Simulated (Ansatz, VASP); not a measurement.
## One calculation of HfB2, two programs

The input INCAR:

```
SYSTEM = HfB2
ALGO = Normal
EDIFF = 1E-6
ENCUT = 520
GGA = PS
ISIF = 2
ISMEAR = -1
LASPH = .TRUE.
LCHARG = .FALSE.
LREAL = .FALSE.
LWAVE = .FALSE.
NBANDS = 15
NELM = 100
PREC = Accurate
SIGMA = 0.03
```

File KPOINTS:

```
k-points
0
G
  15 15 12
  0 0 0
```

File POSCAR:

```
HfB2
1.0
    3.1400001005      0.0000000000      0.0000000000
   -1.5700000503      2.7193198549      0.0000000000
    0.0000000000      0.0000000000      3.5148000000
Hf B
1 2
Direct
    0.0000000000      0.0000000000      0.0000000000
    0.3333333333      0.6666666667      0.5000000000
    0.6666666667      0.3333333333      0.5000000000
```

Input for Ansatz:

```yaml
crystal:
  lattice:
    - [3.1400001005, 0.0, 0.0]
    - [-1.5700000503, 2.7193198549, 0.0]
    - [0.0, 0.0, 3.5148]
  atoms:
    - { symbol: Hf, position: [0.0, 0.0, 0.0] }
    - { symbol: B, position: [0.3333333333, 0.6666666667, 0.5] }
    - { symbol: B, position: [0.6666666667, 0.3333333333, 0.5] }
kpoints:
  mp_grid: { grid: [15, 15, 12] }
  band_path:
    path:
      - [0.0, 0.0, 0.0]
      - [0.5, 0.0, 0.0]
      - [0.3333333333, 0.3333333333, 0.0]
      - [0.0, 0.0, 0.0]
      - [0.0, 0.0, 0.5]
      - [0.5, 0.0, 0.5]
      - [0.3333333333, 0.3333333333, 0.5]
      - [0.0, 0.0, 0.5]
      - [0.5, 0.0, 0.5]
    npoints: 5
scf:
  occupations: { method: fermi_dirac, width: 0.03 }
hamiltonian:
  xc: pbesol
  pseudopotentials: { kind: all_electron, lapw: { basis_error: 0.001 } }
output:
  forces: true
  stress: true
  eigenvalues: true
```

Change from the starting cell: zz strain of +1 %.

Alike in both runs: task single point; functional PBEsol; k mesh 15 × 15 × 12; occupations fermi-dirac, width 0.03 eV; no spin polarisation.

|  | VASP | Ansatz |
| --- | --- | --- |
| version | VASP 6.6.1 | Ansatz 0.2.0 |
| potentials or method | VASP PAW PBE potentials, release 64 (Hf_pv, B) | all-electron LAPW, scalar-relativistic |
| plane-wave cutoff (eV) | 520 | see its input |

```csv
,VASP,Ansatz,Ansatz less VASP
pressure (GPa),-6.7,-6.5,+0.22
largest component of the traceless stress (GPa),2.87,2.97,+0.095
```

Ansatz ran all-electron here, so the differences hold the error of VASP's frozen core and of both bases.

Caveats: the PAW data sets were made with another functional, which shifts forces and pressure a little (VASP). Spin-orbit coupling is left out, which matters for the levels of Hf.
